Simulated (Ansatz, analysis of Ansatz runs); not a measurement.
**N on an O site in ZnO: charge-transition level, HSE06**

How near does this set-up come to the measured charge-transition level? Subject: N on an O site in ZnO. Set-up: HSE06, 32-site cell, PBE lattice, 420 eV, k: the zone centre alone, random start of 0.1 A, relaxed with the hybrid. The model is a cell of 32 host atoms with 1 O taken out and 1 N put in. The level is the Fermi energy at which two charge states have equal formation energy, after a correction for the images of the charge. Exact exchange opens the gap, stiffens bonds and lessens the self-interaction error, at many times the cost.

What was measured. (0/-1) level above the valence-band top: 1.4 eV (“Acceptors in ZnO”, 2015, McCluskey et al.).

Program: Ansatz 0.2.0. Level of theory: plane-wave PAW DFT, HSE06; relaxation of all atoms of a defect supercell. Results are calculated unless marked as measured.

Most raw output is cut from this account.

In doubt: the hybrid run may have settled on a false gap or state (step 3), so the values of those runs are not to be relied on.

**1. Starting point**

The cell holds 32 atoms: 16 Zn, 15 O and 1 N. Its edges and angles: a = 6.559 Å, b = 6.559 Å, c = 10.587 Å, α = 90.0°, β = 90.0°, γ = 120.0°. It derives from ZnO (space group P6_3mc). Nearest the centre at fractional (0.667, 0.333, 0.440): N20 at 0.00 Å, Zn22 at 2.00 Å, Zn6 at 2.00 Å, Zn30 at 2.00 Å, Zn17 at 2.01 Å, O23 at 3.25 Å, O19 at 3.25 Å, O3 at 3.25 Å.

The host's primitive cell comes from a first run (plane-wave PAW DFT, PBE; relaxation of the host's cell and atoms): vectors of 3.280, 3.280 and 5.293 Å. That is 12.33 Å³ an atom, 3.6 % over the diffraction cell's volume. The supercell is built on it.

**2. Relaxation, charge 0**

Every later number rests on the structure around the defect, so the atoms are relaxed at the host's lattice first.

relax0/input.yaml reads:

```yaml
relax:
  f_tol: 0.02
  max_steps: 80
  random_displacement: { amplitude: 0.1, seed: 973 }
crystal:
  lattice:
    - [6.55903995, 0.0, 0.0]
    - [-3.27951997, 5.68029522, 0.0]
    - [0.0, 0.0, 10.58650209]
  atoms:
    - { symbol: Zn, position: [0.166666667, 0.333333333, 0.249983552] }
    - { symbol: Zn, position: [0.333333333, 0.166666667, -1.6448e-05] }
    - { symbol: O, position: [0.333333333, 0.166666667, 0.189521448] }
    - { symbol: O, position: [0.166666667, 0.333333333, 0.439521448] }
    - { symbol: Zn, position: [0.166666667, 0.333333333, 0.749983552] }
    - { symbol: Zn, position: [0.333333333, 0.166666667, 0.499983552] }
    - { symbol: O, position: [0.333333333, 0.166666667, 0.689521448] }
    - { symbol: O, position: [0.166666667, 0.333333333, 0.939521448] }
    - { symbol: Zn, position: [0.166666667, 0.833333333, 0.249983552] }
    - { symbol: Zn, position: [0.333333333, 0.666666667, -1.6448e-05] }
    - { symbol: O, position: [0.333333333, 0.666666667, 0.189521448] }
    - { symbol: O, position: [0.166666667, 0.833333333, 0.439521448] }
    - { symbol: Zn, position: [0.166666667, 0.833333333, 0.749983552] }
    - { symbol: Zn, position: [0.333333333, 0.666666667, 0.499983552] }
    - { symbol: O, position: [0.333333333, 0.666666667, 0.689521448] }
    - { symbol: O, position: [0.166666667, 0.833333333, 0.939521448] }
    - { symbol: Zn, position: [0.666666667, 0.333333333, 0.249983552] }
    - { symbol: Zn, position: [0.833333333, 0.166666667, -1.6448e-05] }
    - { symbol: O, position: [0.833333333, 0.166666667, 0.189521448] }
    - { symbol: "N", position: [0.666666667, 0.333333333, 0.439521448] }
    - { symbol: Zn, position: [0.666666667, 0.333333333, 0.749983552] }
    - { symbol: Zn, position: [0.833333333, 0.166666667, 0.499983552] }
    - { symbol: O, position: [0.833333333, 0.166666667, 0.689521448] }
    - { symbol: O, position: [0.666666667, 0.333333333, 0.939521448] }
    - { symbol: Zn, position: [0.666666667, 0.833333333, 0.249983552] }
    - { symbol: Zn, position: [0.833333333, 0.666666667, -1.6448e-05] }
    - { symbol: O, position: [0.833333333, 0.666666667, 0.189521448] }
    - { symbol: O, position: [0.666666667, 0.833333333, 0.439521448] }
    - { symbol: Zn, position: [0.666666667, 0.833333333, 0.749983552] }
    - { symbol: Zn, position: [0.833333333, 0.666666667, 0.499983552] }
    - { symbol: O, position: [0.833333333, 0.666666667, 0.689521448] }
    - { symbol: O, position: [0.666666667, 0.833333333, 0.939521448] }
  host:
    repeats: [2, 2, 2]
    atoms:
      - { symbol: Zn, position: [0.333333333, 0.666666667, 0.499967103] }
      - { symbol: Zn, position: [0.666666667, 0.333333333, -3.2897e-05] }
      - { symbol: O, position: [0.666666667, 0.333333333, 0.379042897] }
      - { symbol: O, position: [0.333333333, 0.666666667, 0.879042897] }
basis:
  ecutwfc: 420
  xc_grid: 2
hamiltonian:
  xc: hse06
kpoints:
  mp_grid: { grid: [1, 1, 1] }
magnetization:
  spin_polarized: true
  initial_magnetization: 1
  spin_locking: { lock_magnetization: hard }
scf:
  occupations: { method: fermi_dirac, width: 0.01 }
  max_iter: 120
output:
  forces: true
  charged_corrections:
    epsilon: [5.21, 5.21, 5.27]
    static_epsilon: [10.56, 10.56, 11.59]
    defect_position: [0.666667, 0.333333, 0.439521]
  eigenvalues: true
checkpoint:
  write: "../relax0.run"
  compress: false
  write_wavefunctions: true
  write_every: 100000
```

Command:

```bash
$ ansatz run input.yaml --threads 4 --pin off --max-ram 14131MiB --backend cpu --events-out ev --progress --plain --runs-dir out
```

Run time: 6.5 min. Hardware: 4 threads of Arm Neoverse V2, shared host; peak memory 1.2 GiB; 25 min of CPU time.

Step by step:

| step | energy less that of the first step (eV) | largest force component (eV/Å) |
| --- | --- | --- |
| 1 | 0.0000 | 2.3143 |
| 2 | -0.9162 | 1.3423 |
| 3 | -1.4027 | 0.5259 |
| 4 | -1.4967 | 0.2829 |
| 5 | -1.5089 | 0.1794 |
| 6 | -1.5184 | 0.0639 |
| 7 | -1.5195 | 0.0301 |
| 8 | -1.5195 | 0.0211 |
| 9 | -1.5196 | 0.0086 |

The atoms that moved most (Å, from the sites as typed, ahead of the random displacement, the mean shift of all atoms taken out):

| atom | dx | dy | dz | length |
| --- | --- | --- | --- | --- |
| N20 | 0.000 | -0.074 | -0.048 | 0.088 |
| Zn30 | 0.000 | 0.056 | 0.054 | 0.078 |
| Zn22 | 0.004 | 0.050 | 0.023 | 0.055 |
| Zn6 | -0.004 | 0.050 | 0.023 | 0.055 |
| O3 | -0.015 | -0.011 | -0.039 | 0.043 |
| O19 | 0.015 | -0.011 | -0.039 | 0.043 |
| Zn10 | 0.000 | 0.000 | 0.028 | 0.028 |
| O27 | 0.000 | 0.000 | -0.027 | 0.027 |

The relaxed structure:

```xyz
32
Lattice="6.5590 0.0000 0.0000 -3.2795 5.6803 0.0000 0.0000 0.0000 10.5865" Properties=species:S:1:pos:R:3 pbc="T T T"
Zn   -0.0077    1.8639    2.6591
Zn    1.6274    0.9189    0.0023
O     1.6167    0.9132    1.9751
O    -0.0077    1.8923    4.6537
Zn   -0.0077    1.8751    7.9699
Zn    1.6282    0.9744    5.3232
O     1.6148    0.9106    7.3171
O    -0.0076    1.8819    9.9484
Zn   -1.6575    4.7188    2.6495
Zn   -0.0077    3.7638    0.0352
O    -0.0077    3.7713    2.0289
O    -1.6689    4.7148    4.6617
Zn   -1.6424    4.7048    7.9673
Zn   -0.0076    3.7718    5.3074
O    -0.0077    3.7665    7.2874
O    -1.6446    4.6997    9.9455
Zn    3.2719    1.8686    2.6496
Zn    4.9163    0.9189    0.0023
O     4.9270    0.9132    1.9751
N     3.2718    1.7971    4.6124
Zn    3.2718    1.8463    7.9484
Zn    4.9155    0.9745    5.3232
O     4.9289    0.9106    7.3171
O     3.2718    1.8611    9.9324
Zn    1.6423    4.7188    2.6495
Zn    3.2719    3.7539    0.0056
O     3.2718    3.7647    1.9871
O     1.6536    4.7149    4.6618
Zn    1.6272    4.7049    7.9673
Zn    3.2718    3.8202    5.3541
O     3.2718    3.7516    7.3074
O     1.6292    4.6997    9.9454
```

Neighbours of N20 at the end:

| atom | distance (Å) |
| --- | --- |
| Zn17 | 1.964 |
| Zn22 | 1.971 |
| Zn6 | 1.971 |
| Zn30 | 2.155 |
| O28 | 3.224 |
| O12 | 3.224 |
| O3 | 3.237 |
| O19 | 3.237 |
| O27 | 3.281 |
| O4 | 3.281 |
| O23 | 3.293 |
| O7 | 3.293 |

This step gave:

```yaml
free_energy: -61996.1007 eV
total_moment: 1 μB
integral_of_the_absolute_spin_density: 1.196 μB
spin_contamination: 0.007693
```

The relaxation ends 47 meV an atom lower than the displaced start, with a largest force component of 0.0086 eV/Å.

**3. Relaxation, charge −1**

The input displaces the atoms at random before the relaxation, so that it can leave a symmetric saddle if there is one.

relax1/input.yaml, as its differences from relax0/input.yaml of step 2:

```diff
@@ -49,2 +49,3 @@
       - { symbol: O, position: [0.333333333, 0.666666667, 0.879042897] }
+total_charge: -1
 basis:
@@ -56,6 +57,2 @@
   mp_grid: { grid: [1, 1, 1] }
-magnetization:
-  spin_polarized: true
-  initial_magnetization: 1
-  spin_locking: { lock_magnetization: hard }
 scf:
@@ -71,3 +68,3 @@
 checkpoint:
-  write: "../relax0.run"
+  write: "../relax1.run"
   compress: false
```

Wall time 2.4 min (4 threads); peak memory 0.95 GiB; 8.8 min of CPU time.

The steps of the relaxation:

| step | energy less that of the first step (eV) | largest force component (eV/Å) |
| --- | --- | --- |
| 1 | 0.0000 | 2.4470 |
| 2 | -1.3779 | 1.4862 |
| 3 | -2.0891 | 0.2130 |
| 4 | -2.1031 | 0.0819 |
| 5 | -2.1050 | 0.0132 |
| 6 | -2.1050 | 0.0132 |

The atoms that moved most (Å, from the sites as typed, ahead of the random displacement, the mean shift of all atoms taken out):

| atom | dx | dy | dz | length |
| --- | --- | --- | --- | --- |
| Zn17 | 0.000 | 0.000 | 0.129 | 0.129 |
| Zn30 | 0.000 | -0.062 | -0.009 | 0.062 |
| Zn22 | -0.053 | 0.031 | -0.009 | 0.062 |
| Zn6 | 0.053 | 0.030 | -0.009 | 0.062 |
| Zn21 | 0.000 | 0.000 | -0.053 | 0.053 |
| N20 | 0.000 | 0.000 | 0.048 | 0.048 |
| O3 | -0.011 | -0.006 | -0.043 | 0.045 |
| O19 | 0.010 | -0.006 | -0.043 | 0.045 |

Final coordinates:

```xyz
32
Lattice="6.5590 0.0000 0.0000 -3.2795 5.6803 0.0000 0.0000 0.0000 10.5865" Properties=species:S:1:pos:R:3 pbc="T T T"
Zn   -0.0078    1.8533    2.6788
Zn    1.6384    0.9280    0.0075
O     1.6213    0.9176    1.9703
O    -0.0075    1.8675    4.6439
Zn   -0.0076    1.8733    7.9480
Zn    1.6853    0.9546    5.2914
O     1.6124    0.9128    7.3391
O    -0.0081    1.8836    9.9459
Zn   -1.6625    4.7193    2.6788
Zn   -0.0078    3.7644    0.0418
O    -0.0075    3.7641    2.0201
O    -1.6503    4.7125    4.6440
Zn   -1.6452    4.7099    7.9479
Zn   -0.0071    3.7644    5.2637
O    -0.0073    3.7645    7.2767
O    -1.6366    4.7046    9.9457
Zn    3.2717    1.8704    2.7827
Zn    4.9043    0.9283    0.0077
O     4.9218    0.9180    1.9705
N     3.2717    1.8706    4.7087
Zn    3.2718    1.8709    7.8937
Zn    4.8585    0.9549    5.2913
O     4.9314    0.9130    7.3390
O     3.2714    1.8709    9.9089
Zn    1.6472    4.7195    2.6786
Zn    3.2717    3.7566    0.0076
O     3.2719    3.7758    1.9705
O     1.6357    4.7129    4.6437
Zn    1.6305    4.7101    7.9480
Zn    3.2720    3.7026    5.2913
O     3.2720    3.7869    7.3390
O     1.6210    4.7049    9.9459
```

Neighbours of N20 at the end:

| atom | distance (Å) |
| --- | --- |
| Zn6 | 1.922 |
| Zn30 | 1.922 |
| Zn22 | 1.922 |
| Zn17 | 1.926 |
| Zn21 | 3.185 |
| O7 | 3.254 |
| O23 | 3.254 |
| O31 | 3.254 |
| O4 | 3.280 |
| O12 | 3.280 |
| O28 | 3.280 |

Numbers from this step:

```yaml
free_energy: -61988.8352 eV
```

The relaxation ends 66 meV an atom lower than the displaced start, with a largest force component of 0.013 eV/Å.

**4. Charge-transition levels**

A charged cell feels its images and has its own zero of potential; this step corrects both and places the level between the host's band edges.

This step: place-levels on HSE06 runs: charge-transition levels with image-charge correction and potential alignment at the atomic sites.

levels.yaml reads:

```yaml
host:
  run: host.relax.run
states: [relax0.run, relax1.run]
```

Command:

```bash
$ ansatz place-levels levels.yaml -- --threads 4 --pin off --max-ram 14131MiB
```

Elapsed: 0.07 s, on 4 threads.

This step gave:

* gap: 2.451 eV

**5. What came out**

- static dielectric constant used: 10.9
- band gap of the host: 2.45 eV
- (0/-1) level above the valence-band top: 1.91 eV
- time of the whole chain: 16 min on 4 threads

(0/-1) level above the valence-band top: computed 1.91 eV, measured 1.4 eV; 0.51 eV above the measurement. The level is counted in a gap of 2.45 eV, and the correction is screened by a dielectric constant of 10.9 from a linear-response run on the host (PBE). Limits: the zone centre alone is a coarse sampling for this cell; the periodic copies of the defect are only 6.6 Å apart.

[Logs are printed without paths, hosts, clocks, repeated set-up lines and the standing remarks that a program may print on its own settings, such as how far it seeks lower states.]

[Hosts, paths, dates, database ids (printed as entryN), source tags and the programs' standing remarks are cut or masked in the printed files.]

[For some hosts the program warned that the k-mesh of the response run may be too coarse for force constants and the static dielectric constant; such warnings are not shown here.]
